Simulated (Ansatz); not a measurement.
Relaxed ZrO2 (fluorite):

```
CELL_PARAMETERS angstrom
      0.00000     5.11588     5.11588
      2.55794     0.00000     2.55794
      2.55794     2.55794     0.00000
ATOMIC_POSITIONS crystal
  Zr 0.00000 0.00000 0.00000
  Zr 0.50000 0.00000 0.00000
  O  0.12500 0.25000 0.25000
  O  0.62500 0.25000 0.25000
  O  0.37500 0.75000 0.75000
  O  0.87500 0.75000 0.75000
```

Method: PBE (plane waves to 420 eV, PAW, scalar-relativistic; Ansatz, an electronic-structure program). k mesh 9×9×9 (Γ-centred), Fermi-Dirac smearing 0.05 eV. The PAW data are Ansatz's earlier set. This is a high-temperature form of ZrO2. ZrO2 is run without spin polarisation. ZrO2 was relaxed with its symmetry unable to fall.

One atom of the cell was then moved (with its periodic images), all else fixed, and the forces (eV/Å) came out as:

```tsv
atom	Fx	Fy	Fz
Zr1	0.096	0.078	-0.079
Zr2	0.037	0.055	0.010
O3	-0.658	-0.655	0.092
O4	0.039	0.034	-0.003
O5	0.139	0.182	-0.013
O6	0.348	0.306	-0.008
```

Task: Which atom was moved, and by which vector (Å)?

Result: O3, by (0.06, 0.06, 0.00), 0.09 Å in all.

(A displaced cell: forces are minus the slopes of the energy, force constants its curvatures, and phonons follow from these.)
